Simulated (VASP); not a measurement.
# C: relaxation of cell and atoms with vdW-DF

The system is C.

```
C
1.0
     0.00000    1.78337    1.78337
     1.78337    0.00000    1.78337
     1.78337    1.78337    0.00000
C
2
Direct
  0.75000 0.75000 0.75000
  0.50000 0.50000 0.50000
```

This isn't the form of C at room conditions, which is graphite.

| Item | Value |
| --- | --- |
| Program | VASP 6.6.1 |
| Task | relaxation of cell and atoms |
| Functional | vdW-DF |
| Potentials or basis | VASP PAW PBE potentials, release 64 (C) |
| Cutoff | 600 eV |
| k mesh | 13 × 13 × 13 |
| Occupations | fermi-dirac, width 0.05 eV |
| Spin | no spin polarisation |
| Further INCAR settings | ALGO = Normal; EDIFF = 1e-07; IBRION = 2; EDIFFG = -0.01; NSW = 60; ISIF = 3 |

```json
{
 "Relaxed volume": "5.82 Å³/atom",
 "Relaxed cell": "a = 2.544 Å, b = 2.544 Å, c = 2.544 Å, α = 60.00°, β = 60.00°, γ = 60.00°",
 "Space group after relaxing (to 0.05 Å)": "Fd-3m (No. 227)",
 "Energy gained by relaxing": "5.1 meV/atom",
 "Ionic steps": "3",
 "Pressure after relaxing": "-0.1 GPa",
 "Band gap on the k mesh": "4.35 eV, indirect (least direct gap 5.64 eV)"
}
```

Step by step:
```csv
step,energy change (eV),largest force (eV/Å),pressure (GPa),volume (Å³)
1,0.0000,0.0000,11.16,11.34
2,0.0032,0.0000,-11.68,12.00
3,-0.0103,0.0000,-0.05,11.65
```

Final structure:
```
C
1.0
     0.00000    1.79908    1.79908
     1.79908    0.00000    1.79908
     1.79908    1.79908    0.00000
C
2
Direct
  0.75000 0.75000 0.75000
  0.50000 0.50000 0.50000
```

Levels at points of the mesh, in eV from the valence-band top:
| k point | band 2 | band 3 | band 4 | band 5 | band 6 | band 7 |
| --- | --- | --- | --- | --- | --- | --- |
| (0.00, 0.00, 0.00) | 0.00 | 0.00 | 0.00 | 5.64 | 5.64 | 5.64 |

Wall time 30 s on 1 thread of Intel(R) Xeon(R) Platinum 8559C (Emerald Rapids), with other jobs on the host, peak memory 0.22 GiB.

The cell as given is a measured one (5.67 Å³/atom); vdW-DF puts the equilibrium volume +2.7 % from it, thermal expansion not counted.

Caveat: the PAW data sets were made with another functional, which shifts forces and pressure a little; an odd mesh through Γ misses points on the zone boundary, where band edges often lie.
